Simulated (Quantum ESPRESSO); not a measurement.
Runs of Quantum ESPRESSO 7.5 on C. It takes space group C2/m (No. 12, monoclinic). Conventional cell: a = 4.255 Å, b = 2.457 Å, c = 3.765 Å, α = 90.00°, β = 111.49°, γ = 90.00°. C (site symmetry m) is surrounded by 3 C at 1.42 Å. This is a stacking variant of graphite.

```csv
task,level,potentials or basis,k mesh,cutoff (eV),symmetry,SCF threshold,form of the LDA correlation,gap on the mesh (eV),pressure (GPa),V0 of scaled cells (Å³/atom),B0 (GPa)
band structure,r2SCAN,SG15 PBE 1.2,13 × 13 × 8,1197,off,1e-08 Ry,-,0.99,-0.9,-,-
equation of state,r2SCAN,SG15 PBE 1.2,9 × 9 × 6,1197,off,1e-08 Ry,-,-,-,9.12,(b)
equation of state,PBEsol,GBRV 1.5 PBEsol,13 × 13 × 8,612,-,4e-10 Ry,-,-,-,9.19,(c)
band structure,LDA,GBRV 1.5 LDA,13 × 13 × 8,612,-,4e-10 Ry,PZ81,(a),-4.5,-,-
band structure,PBEsol,GBRV 1.5 PBEsol,13 × 13 × 8,612,-,4e-10 Ry,-,0.92,0.9,-,-
equation of state,LDA,GBRV 1.5 LDA,13 × 13 × 8,612,-,4e-10 Ry,PZ81,-,-,9.01,276
```

Alike in all rows: no spin polarisation; cell as given; smearing fermi-dirac 0.05 eV.

Estimate the missing entries.

(a) 0.90; (b) 272; (c) 267.

Caveats: the mesh misses the band edges, which the band path finds closer together (some runs); the cell was scaled at fixed shape and fractional positions, which overstates the stiffness of a crystal with free parameters, most of all of layers and chains (some runs); the potentials were made for another functional, which shifts forces and pressure (some runs); this functional lacks dispersion, which binds the layers, so the pressure and a relaxed spacing across them are unreliable (some runs).
